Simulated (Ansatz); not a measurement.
# AlRu (Pm-3m) under biaxial strain in the (111) plane

Aim: how do the optical modes of AlRu (Pm-3m) shift and split under this strain?

Method: DFT LDA, scalar-relativistic, plane waves, PAW; PAW set soft_1, in Ansatz 0.2.0.

Most raw output is cut from this account.

### 1. Starting point

The structure is cubic, space group Pm-3m (No. 221). The conventional cell has a = 2.992 Å, b = 2.992 Å, c = 2.992 Å, α = 90.00°, β = 90.00°, γ = 90.00°. Al has 8 Ru at 2.59 Å nearest. Nearest to Ru lie 8 Al at 2.59 Å. Farther neighbours are not listed.

### 2. A rough relaxation first

The start is far from rest, so a relaxation with loose tolerances brings it close first.

Input file input.yaml:

```yaml
crystal:
  lattice:
    - [2.9916, 0.0, 0.0]
    - [0.0, 2.9916, 0.0]
    - [0.0, 0.0, 2.9916]
  atoms:
    - { symbol: Al, position: [0.0, 0.0, 0.0] }
    - { symbol: Ru, position: [0.5, 0.5, 0.5] }
kpoints:
  mp_grid: { grid: [6, 6, 6] }
hamiltonian:
  xc: lda
  pseudopotentials: { kind: paw, azcp: { folder: soft_1 }, xc_functional: pbe }
scf:
  occupations: { method: gaussian, width: 0.1 }
output:
  forces: true
  stress: true
  eigenvalues: true
relax:
  adjacent_minimum: "off"
  f_tol: 0.05
  max_steps: 80
  cell: { stress_tol: 0.5 }
```

The run is started by

```sh
$ ansatz run input.yaml --threads 4 --pin off --max-ram 10240MiB --backend cpu --events-out ev --progress --plain --runs-dir out
```

Run time: 0.85 s. Hardware: 4 threads of Arm Neoverse V2, shared host; peak memory 0.27 GiB.

Step by step:

```csv
step,energy less that of the first step (eV),largest force component (eV/Å),pressure (GPa),volume (Å³)
1,0.0000,0.0000,-8.22,26.77
2,-0.0257,0.0000,2.54,25.49
3,-0.0276,0.0000,-0.16,25.78
4*,-0.0268,0.0000,-0.18,25.78
```

Relaxation steps marked * repeat the geometry before them on a plane-wave basis chosen anew for their cell, so energy and pressure can jump there.

Forces are held to the 48 operations that the run works with; a distortion that breaks them can't arise in this run.

| conventional cell, symmetrised | before | after | change |
| --- | --- | --- | --- |
| a (Å) | 2.992 | 2.954 | -1.2 % |
| b (Å) | 2.992 | 2.954 | -1.2 % |
| c (Å) | 2.992 | 2.954 | -1.2 % |
| volume (Å³/atom) | 13.39 | 12.89 | -3.7 % |

The relaxed structure:

```xyz
2
Lattice="2.9543 0.0000 0.0000 0.0000 2.9543 0.0000 0.0000 0.0000 2.9543" Properties=species:S:1:pos:R:3 pbc="T T T"
Al    0.0000    0.0000    0.0000
Ru    1.4771    1.4771    1.4771
```

This step gave:

* pressure: -0.1820 GPa
* volume per atom: 12.89 Å³
* gap on the k-mesh: 0 eV

In this step the volume went from 13.39 to 12.89 Å³/atom.

### 3. Bringing the structure to rest

Harmonic phonons are second derivatives at a point where the forces vanish, and they are wanted at zero stress, so atoms and cell are relaxed first.

input.yaml, the sections that differ from step 2:

```yaml
crystal:
  lattice:
    - [2.9542653596, 0.0, 0.0]
    - [0.0, 2.9542653596, 0.0]
    - [0.0, 0.0, 2.9542653596]
  atoms:
    - { symbol: Al, position: [0.0, 0.0, 0.0] }
    - { symbol: Ru, position: [0.5, 0.5, 0.5] }
kpoints:
  mp_grid: { grid: [14, 14, 14] }
output:
  forces: true
  stress: true
  eigenvalues: true
  write_density: true
  write_potential: true
  elf: true
  volumetric_format: npy
relax:
  adjacent_minimum: "off"
  f_tol: 0.005
  max_steps: 80
  cell: { stress_tol: 0.05 }
# hamiltonian, scf: as in step 2
```

It took 1.9 s on 4 threads; peak memory 0.34 GiB; 6.3 s of CPU time.

Little changed from the start: no atom moved by 0.005 Å and no cell edge by 0.1 %.

Numbers from this step:

```
pressure : 0.01658 GPa
```

Valence density in the ac plane at fractional y = 0.000, with atoms of Al within 0.2 Å of it. It is the smooth field of the valence electrons, not physical close to the nuclei.

Ten even steps from '0' (0.05 e/Å³) to '9' (0.30 e/Å³):
```
001467766776410
113577777777531
345788777788754
667888888888876
777888999988877
777789999998777
667789999998776
667789999998776
777789999998777
777888999988877
667888888888876
345788777788754
113577777777531
001467766776410
001367766776310
```
Columns run along a (3.0 Å), rows up along c (3.0 Å). Atoms in or near the plane, at fractional coordinates: Al at (0.00, 0.00).

Electrostatic potential energy in the ac plane at fractional y = 0.000, with atoms of Al within 0.2 Å of it. With pseudopotentials it is smooth inside the atoms' cores, unlike the true potential.

Values in eV, 15 rows by 15 columns:
```
28 28 11  1  1 10 15 17 17 15 10  1  1 11 28
16 11  4 -1  4 12 16 18 18 16 12  4 -1  4 11
 2  1 -1  2  9 14 17 18 18 17 14  9  2 -1  1
 0  1  4  9 13 16 17 18 18 17 16 13  9  4  1
 9 10 12 14 16 17 18 18 18 18 17 16 14 12 10
15 15 16 17 17 18 18 18 18 18 18 17 17 16 15
17 17 18 18 18 18 18 18 18 18 18 18 18 18 17
17 17 18 18 18 18 18 18 18 18 18 18 18 18 17
15 15 16 17 17 18 18 18 18 18 18 17 17 16 15
 9 10 12 14 16 17 18 18 18 18 17 16 14 12 10
 0  1  4  9 13 16 17 18 18 17 16 13  9  4  1
 2  1 -1  2  9 14 17 18 18 17 14  9  2 -1  1
16 11  4 -1  4 12 16 18 18 16 12  4 -1  4 11
28 28 11  1  1 10 15 17 17 15 10  1  1 11 28
28 28 16  2  0  9 15 17 17 15  9  0  2 16 28
```
Columns run along a (3.0 Å; values clipped at the 3rd and 97th percentile), rows up along c (3.0 Å). Atoms in or near the plane, at fractional coordinates: Al at (0.00, 0.00).

ELF in the ac plane at fractional y = 0.000, with atoms of Al within 0.2 Å of it. It is the smooth field of the valence electrons, not physical close to the nuclei.

Values, 15 rows by 15 columns:
```
0.14 0.04 0.02 0.12 0.32 0.43 0.43 0.41 0.41 0.43 0.43 0.32 0.12 0.02 0.04
0.00 0.02 0.07 0.24 0.42 0.47 0.44 0.41 0.41 0.44 0.47 0.42 0.24 0.07 0.02
0.09 0.12 0.24 0.40 0.49 0.48 0.44 0.40 0.40 0.44 0.48 0.49 0.40 0.24 0.12
0.27 0.32 0.42 0.49 0.50 0.46 0.42 0.39 0.39 0.42 0.46 0.50 0.49 0.42 0.32
0.41 0.43 0.47 0.48 0.46 0.43 0.39 0.37 0.37 0.39 0.43 0.46 0.48 0.47 0.43
0.43 0.43 0.44 0.44 0.42 0.39 0.37 0.36 0.36 0.37 0.39 0.42 0.44 0.44 0.43
0.41 0.41 0.41 0.40 0.39 0.37 0.36 0.35 0.35 0.36 0.37 0.39 0.40 0.41 0.41
0.41 0.41 0.41 0.40 0.39 0.37 0.36 0.35 0.35 0.36 0.37 0.39 0.40 0.41 0.41
0.43 0.43 0.44 0.44 0.42 0.39 0.37 0.36 0.36 0.37 0.39 0.42 0.44 0.44 0.43
0.41 0.43 0.47 0.48 0.46 0.43 0.39 0.37 0.37 0.39 0.43 0.46 0.48 0.47 0.43
0.27 0.32 0.42 0.49 0.50 0.46 0.42 0.39 0.39 0.42 0.46 0.50 0.49 0.42 0.32
0.09 0.12 0.24 0.40 0.49 0.48 0.44 0.40 0.40 0.44 0.48 0.49 0.40 0.24 0.12
0.00 0.02 0.07 0.24 0.42 0.47 0.44 0.41 0.41 0.44 0.47 0.42 0.24 0.07 0.02
0.14 0.04 0.02 0.12 0.32 0.43 0.43 0.41 0.41 0.43 0.43 0.32 0.12 0.02 0.04
0.61 0.14 0.00 0.09 0.27 0.41 0.43 0.41 0.41 0.43 0.41 0.27 0.09 0.00 0.14
```
Columns run along a (3.0 Å), rows up along c (3.0 Å). Atoms in or near the plane, at fractional coordinates: Al at (0.00, 0.00).

In this step the volume went from 12.89 to 12.89 Å³/atom.

### 4. Tight relaxation

Phonons need small forces and stress, so the relaxation is finished with tight tolerances on 16×16×16 k points.

Input file input.yaml:

```yaml
crystal:
  lattice:
    - [2.9537570675, 0.0, 0.0]
    - [0.0, 2.9537570675, 0.0]
    - [0.0, 0.0, 2.9537570675]
  atoms:
    - { symbol: Al, position: [0.0, 0.0, 0.0] }
    - { symbol: Ru, position: [0.5, 0.5, 0.5] }
kpoints:
  mp_grid: { grid: [16, 16, 16] }
hamiltonian:
  xc: lda
  pseudopotentials: { kind: paw, azcp: { folder: soft_1 }, xc_functional: pbe }
scf:
  occupations: { method: methfessel_paxton, width: 0.2 }
output:
  forces: true
  stress: true
  eigenvalues: true
relax:
  adjacent_minimum: "off"
  f_tol: 0.001
  max_steps: 60
  cell: { stress_tol: 0.01 }
```

Wall time 2.1 s (4 threads); peak memory 0.36 GiB; 7.4 s of CPU time.

Little changed from the start: no atom moved by 0.005 Å and no cell edge by 0.1 %.

This step gave:

```
pressure        : 0.003690 GPa
volume per atom : 12.88 Å³
```

The forces vanish by symmetry and the pressure is 0.004 GPa, within the tolerances set. The cell now holds 12.88 Å³/atom.

### 5. Modes at rest

Phonons follow from the second derivative of the energy, found here by linear response.

The modes at rest are the reference of the series.

input.yaml, the sections that differ from step 4:

```yaml
crystal:
  lattice:
    - [2.9536383619, 0.0, 0.0]
    - [0.0, 2.9536383619, 0.0]
    - [0.0, 0.0, 2.9536383619]
  atoms:
    - { symbol: Al, position: [0.0, 0.0, 0.0] }
    - { symbol: Ru, position: [0.5, 0.5, 0.5] }
output:
  eigenvalues: true
phonons:
  method: dfpt
# kpoints, hamiltonian, scf: as in step 4
# relax: removed
```

Elapsed: 6.9 s, on 4 threads; peak memory 0.65 GiB.

Numbers from this step:

```yaml
sum_rule_residual_before_enforcement: 7.60e-5 eV/Å²
point_group: m-3m
highest_optical_mode_at_the_zone_centre_no_lo_to_term: 325.4 cm⁻¹
lowest_optical_zone_centre_mode: 325.4 cm⁻¹
```

Patterns of degenerate modes are one choice out of their space. Modes at Γ, with each element's share of the kinetic energy:

```csv
mode,frequency (cm⁻¹),symmetry,Al %,Ru %
1,0.0,acoustic,21,79
2,0.0,acoustic,21,79
3,0.0,acoustic,21,79
4,325.4,T1u,79,21
5,325.4,T1u,79,21
6,325.4,T1u,79,21
```

Displacements in mode 6 (325.4 cm⁻¹), the largest set to 1:
```
Al1  0.00  0.00  1.00
Ru2  0.00  0.00 -0.27
```

Before it was imposed, the acoustic sum rule was missed by 7.6e-5 eV/Å². Small misses are needed for a sound result but don't prove that mesh and cutoff are converged. The lowest optical mode is real, 325 cm⁻¹.

### 6. Relaxation of a member: biaxial strain of +4 % in the (111) plane

The cell takes a biaxial strain of +4 % in the (111) plane. The strained lengths are held, while the rest of the cell and the atoms relax.

input.yaml, the sections that differ from step 5:

```yaml
crystal:
  lattice:
    - [3.0155495709, -0.0562343255, -0.0562343255]
    - [-0.0562343255, 3.0155495709, -0.0562343255]
    - [-0.0562343255, -0.0562343255, 3.0155495709]
  atoms:
    - { symbol: Al, position: [0.0, 0.0, 0.0] }
    - { symbol: Ru, position: [0.5, 0.5, 0.5] }
  conventional_axes: [[1, -1, 0], [0, 1, -1], [1, 1, 1]]
output:
  forces: true
  stress: true
  eigenvalues: true
relax:
  adjacent_minimum: "off"
  f_tol: 0.001
  max_steps: 60
  cell: { stress_tol: 0.01, fix: [a, b, gamma] }
# kpoints, hamiltonian, scf: as in step 5
# phonons: removed
```

Wall time 7.3 s (4 threads); peak memory 0.45 GiB.

The steps of the relaxation:

```csv
step,energy less that of the first step (eV),largest force component (eV/Å),pressure (GPa),volume (Å³)
1,0.0000,0.0000,-11.75,27.39
2,-0.0009,0.0000,-10.89,27.28
3,-0.0009,0.0000,-10.80,27.26
4*,-0.0008,0.0000,-10.80,27.26
```

Relaxation steps marked * repeat the geometry before them on a plane-wave basis chosen anew for their cell, so energy and pressure can jump there.

The run keeps the 12 symmetry operations that it works with, so distortions that break them were not tested.

| conventional cell, symmetrised | before | after | change |
| --- | --- | --- | --- |
| a (Å) | 4.344 | 4.344 | +0.0 % |
| b (Å) | 4.344 | 4.344 | +0.0 % |
| c (Å) | 5.028 | 5.005 | -0.5 % |
| volume (Å³/atom) | 13.70 | 13.63 | -0.5 % |

Final coordinates:

```xyz
2
Lattice="3.0110 -0.0608 -0.0608 -0.0608 3.0110 -0.0608 -0.0608 -0.0608 3.0110" Properties=species:S:1:pos:R:3 pbc="T T T"
Al    0.0000    0.0000    0.0000
Ru    1.4448    1.4448    1.4448
```

This step gave:

* pressure: -10.80 GPa
* volume per atom: 13.63 Å³

The forces vanish by symmetry.

The cell shrank by 0.5 % in volume.

### 7. Zone-centre modes of the member: biaxial strain of +4 % in the (111) plane

The zone-centre modes follow for biaxial strain of +4 % in the (111) plane.

input.yaml, the sections that differ from step 6:

```yaml
crystal:
  lattice:
    - [3.0110240598, -0.0607598366, -0.0607598366]
    - [-0.0607598366, 3.0110240598, -0.0607598366]
    - [-0.0607598366, -0.0607598366, 3.0110240598]
  atoms:
    - { symbol: Al, position: [0.0, 0.0, 0.0] }
    - { symbol: Ru, position: [0.5, 0.5, 0.5] }
output:
  eigenvalues: true
phonons:
  method: dfpt
# kpoints, hamiltonian, scf: as in step 6
# relax: removed
```

Wall time 22 s (4 threads); peak memory 1.3 GiB; 84 s of CPU time.

This step gave:

```
sum-rule residual before enforcement                    : 4.83e-5 eV/Å²
point group                                             : -3m
highest optical mode at the zone centre (no LO-TO term) : 350.4 cm⁻¹
lowest optical zone-centre mode                         : 258.5 cm⁻¹
```

Patterns of degenerate modes are one choice out of their space. The modes at Γ (shares of kinetic energy by element, %):

```
mode  frequency (cm⁻¹)  symmetry  Al %  Ru %
   1               0.0  acoustic    21    79
   2               0.0  acoustic    21    79
   3               0.0  acoustic    21    79
   4             258.5        Eu    79    21
   5             258.5        Eu    79    21
   6             350.4       A2u    79    21
```

Displacements in mode 5 (258.5 cm⁻¹), the largest set to 1:
```
Al1 -0.34  1.00 -0.66
Ru2  0.09 -0.27  0.17
```

Displacements in mode 6 (350.4 cm⁻¹), the largest set to 1:
```
Al1  1.00  1.00  1.00
Ru2 -0.27 -0.27 -0.27
```

The lowest optical mode is real, 259 cm⁻¹, and the highest lies at 350.4 cm⁻¹.

Between step 5 and this run (strain 4 %) the value for the highest optical mode at the zone centre (no LO-TO term) moves from 325 cm⁻¹ to 350 cm⁻¹ (+8 %).

### 8. A member of the series: biaxial strain of -4 % in the (111) plane

The cell takes a biaxial strain of -4 % in the (111) plane. The strained lengths are held, while the rest of the cell and the atoms relax.

input.yaml, the sections that differ from step 7:

```yaml
crystal:
  lattice:
    - [2.8982533311, 0.0627605036, 0.0627605036]
    - [0.0627605036, 2.8982533311, 0.0627605036]
    - [0.0627605036, 0.0627605036, 2.8982533311]
  atoms:
    - { symbol: Al, position: [0.0, 0.0, 0.0] }
    - { symbol: Ru, position: [0.5, 0.5, 0.5] }
  conventional_axes: [[1, -1, 0], [0, 1, -1], [1, 1, 1]]
output:
  forces: true
  stress: true
  eigenvalues: true
relax:
  adjacent_minimum: "off"
  f_tol: 0.001
  max_steps: 60
  cell: { stress_tol: 0.01, fix: [a, b, gamma] }
# kpoints, hamiltonian, scf: as in step 7
# phonons: removed
```

It took 10 s on 4 threads; peak memory 0.43 GiB.

Step by step:

| step | energy less that of the first step (eV) | largest force component (eV/Å) | pressure (GPa) | volume (Å³) |
| --- | --- | --- | --- | --- |
| 1 | 0.0000 | 0.0000 | 16.22 | 24.31 |
| 2 | -0.0024 | 0.0000 | 13.96 | 24.52 |
| 3 | -0.0024 | 0.0000 | 13.69 | 24.54 |
| 4 | -0.0024 | 0.0000 | 13.68 | 24.54 |
| 5* | -0.0027 | 0.0000 | 13.69 | 24.54 |
| 6 | -0.0027 | 0.0000 | 13.67 | 24.55 |
| 7* | -0.0027 | 0.0000 | 13.67 | 24.55 |

Relaxation steps marked * repeat the geometry before them on a plane-wave basis chosen anew for their cell, so energy and pressure can jump there.

The run keeps the 12 symmetry operations that it works with, so distortions that break them were not tested.

```csv
"conventional cell, symmetrised",before,after,change
a (Å),4.010,4.010,+0.0 %
b (Å),4.010,4.010,+0.0 %
c (Å),5.237,5.288,+1.0 %
volume (Å³/atom),12.16,12.27,+1.0 %
```

Final coordinates:

```xyz
2
Lattice="2.9080 0.0725 0.0725 0.0725 2.9080 0.0725 0.0725 0.0725 2.9080" Properties=species:S:1:pos:R:3 pbc="T T T"
Al    0.0000    0.0000    0.0000
Ru    1.5265    1.5265    1.5265
```

This step gave:

```yaml
pressure: 13.67 GPa
volume_per_atom: 12.27 Å³
```

The forces vanish by symmetry.

The cell grew by 1.0 % in volume.

### 9. Zone-centre modes of the member: biaxial strain of -4 % in the (111) plane

The zone-centre modes follow for biaxial strain of -4 % in the (111) plane.

input.yaml, the sections that differ from step 8:

```yaml
crystal:
  lattice:
    - [2.9080124727, 0.0725196452, 0.0725196452]
    - [0.0725196452, 2.9080124727, 0.0725196452]
    - [0.0725196452, 0.0725196452, 2.9080124727]
  atoms:
    - { symbol: Al, position: [0.0, 0.0, 0.0] }
    - { symbol: Ru, position: [0.5, 0.5, 0.5] }
output:
  eigenvalues: true
phonons:
  method: dfpt
# kpoints, hamiltonian, scf: as in step 8
# relax: removed
```

Run time: 18 s. Hardware: 4 threads; peak memory 1.2 GiB.

This step gave:

- sum-rule residual before enforcement: 9.46e-5 eV/Å²
- highest optical mode at the zone centre (no LO-TO term): 389.7 cm⁻¹
- lowest optical zone-centre mode: 293.0 cm⁻¹

Patterns of degenerate modes are one choice out of their space. The modes at Γ (shares of kinetic energy by element, %):

```csv
mode,frequency (cm⁻¹),symmetry,Al %,Ru %
1,0.0,acoustic,21,79
2,0.0,acoustic,21,79
3,0.0,acoustic,21,79
4,293.0,A2u,79,21
5,389.7,Eu,79,21
6,389.7,Eu,79,21
```

Displacements in mode 4 (293.0 cm⁻¹), the largest set to 1:
```
Al1  1.00  1.00  1.00
Ru2 -0.27 -0.27 -0.27
```

Displacements in mode 6 (389.7 cm⁻¹), the largest set to 1:
```
Al1 -0.57  1.00 -0.43
Ru2  0.15 -0.27  0.12
```

The lowest optical mode is real, 293 cm⁻¹, and the highest lies at 389.7 cm⁻¹.

Between step 5 and this run (strain -4 %) the value for the highest optical mode at the zone centre (no LO-TO term) moves from 325 cm⁻¹ to 390 cm⁻¹ (+20 %).

### 10. The series together

The members are set side by side, also those not shown above.

Stress is positive in compression; energies are extrapolated to zero smearing, and E0 is that at rest; the edges not held and the atoms are relaxed in each cell; all runs use 16×16×16 k points and Methfessel-Paxton smearing of 0.2 eV. State of the crystal along the series:

| strain (%) | in-plane stress (GPa) | free strain along [111] (%) | E - E0 (meV/atom) |
| --- | --- | --- | --- |
| -4 | 20.51 | 3.366 | 63.61 |
| -3 | 15.07 | 2.375 | 35.25 |
| -2 | 9.807 | 1.494 | 15.41 |
| -1 | 4.774 | 0.7063 | 3.789 |
| 0 | 0.00369 | 0 | 0 |
| 1 | -4.49 | -0.6319 | 3.654 |
| 2 | -8.691 | -1.201 | 14.35 |
| 3 | -12.59 | -1.712 | 31.66 |
| 4 | -16.2 | -2.171 | 55.19 |

Optical modes are counted from below at rest and tracked from member to member by their patterns, and modes that stay within 0.3 cm⁻¹ of each other stand once; labels, where given, are those at rest; the edges not held and the atoms are relaxed in each cell; all runs use 16×16×16 k points and Methfessel-Paxton smearing of 0.2 eV. Optical modes along the series:

```
strain (%)  optical mode 1 T1u, doublet (cm⁻¹)  optical mode 2 T1u, singlet (cm⁻¹)
        -4                               389.7                                 293
        -3                                 374                               301.7
        -2                                 358                                 310
        -1                               341.7                               317.9
         0                               325.4                               325.4
         1                               308.8                               332.3
         2                               292.2                               338.8
         3                               275.4                               344.8
         4                               258.5                               350.4
```

Value and slope at zero strain of a cubic (a lower polynomial where under five rows exist) through the rows within 2 % of rest. Slopes at rest:

```csv
mode,frequency (cm⁻¹),shift per percent of strain (cm⁻¹),shift per GPa of compressive stress (cm⁻¹)
"optical mode 1 T1u, doublet",325.3,-16.47,3.55
"optical mode 2 T1u, singlet",325.3,7.21,-1.55
```

### 11. What came out

* members: 9
* highest optical mode at the zone centre (no LO-TO term), at rest: 325.4 cm⁻¹
* biaxial modulus in the (111) plane: 463 GPa
* optical mode 1 T1u, doublet, shift per percent: -16.47 cm⁻¹
* optical mode 2 T1u, singlet, shift per percent: 7.21 cm⁻¹

What this shows: The stress changes by 4.63 GPa for each percent, a biaxial modulus of 463 GPa in the (111) plane. For each percent the free edge responds with -0.67 %. The strain lowers the symmetry: the level at 325.4 cm⁻¹ splits, into 389.7 and 293.0 cm⁻¹ at -4 %. The fastest shift in the table of slopes is -16.5 cm⁻¹ for each percent (optical mode 1 T1u, doublet), or 3.5 cm⁻¹ for each GPa of compressive stress. For small strain, the measured shift of a line that Raman or infrared light can see, divided by its slope, estimates the stress, if the state of stress is of this kind. These are harmonic frequencies at zero temperature: anharmonic shifts, linewidths and thermal expansion are left out. With no gap, or one that is small against the smearing, the frequencies hang on the k mesh and the smearing, most of all near Kohn anomalies. The runs are without spin polarisation, although the cell has an odd electron count. The PAW files were made for PBE; the program adapts parts of them to the functional of the run, but their partial waves stay those of PBE, an approximation that was not tested in this session. Only the zone centre was solved, so an instability at another wavevector cannot show here.

[Logs are printed without paths, hosts, clocks, repeated set-up lines and the standing remarks that a program may print on its own settings, such as how far it seeks lower states.]

[Hosts, paths, dates, database ids (printed as entryN), source tags and the programs' standing remarks are cut or masked in the printed files.]
